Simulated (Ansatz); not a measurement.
PbO2 under changes of volume

One of the cells (14.176 Å³/atom); the others are scaled copies at fixed shape and fractional positions:

```xyz
6
Lattice="4.9950 0.0000 0.0000 0.0000 4.9950 0.0000 0.0000 0.0000 3.4090" Properties=species:S:1:pos:R:3 pbc="T T T"
Pb    2.4975    2.4975    1.7045
Pb    0.0000    0.0000    0.0000
O     3.4594    3.4594    0.0000
O     4.0331    0.9619    1.7045
O     0.9619    4.0331    1.7045
O     1.5356    1.5356    0.0000
```

The cell is a database's computed one.

- Program: Ansatz 0.2.0
- Functional: PBE
- Potentials or basis: Ansatz PAW
- Cutoff: 420 eV (not typed: the program's choice for these potentials)
- k mesh: 6 × 6 × 8
- Occupations: fermi-dirac, width 0.05 eV
- Spin: no spin polarisation

```csv
volume (Å³/atom),energy over the lowest point (meV/atom),pressure (GPa),largest force (eV/Å)
13.325,67.37,16.6,0.203
13.609,?,?,?
13.892,23.00,8.9,0.088
14.176,10.27,5.7,0.040
14.459,2.77,2.9,0.004
14.743,0.00,0.4,0.045
15.026,1.45,-1.9,0.082
```

What does the run at 13.609 Å³/atom give?

Energy over the lowest point 41.77 meV/atom; pressure 12.5 GPa; largest force 0.142 eV/Å.

Worked out: A Birch-Murnaghan fit of order 3 (a polynomial in V^(-2/3)) to the other rows has its minimum at 14.78 Å³/atom with B0 = V·E''(V) = 121 GPa and B' = 5.3 at fixed shape and positions, which overstates the stiffness. It gives 41.77 meV/atom at 13.609 Å³/atom, against the run's 41.77, and -dE/dV = 12.4 GPa, against 12.5.

Energies are extrapolated to zero smearing.
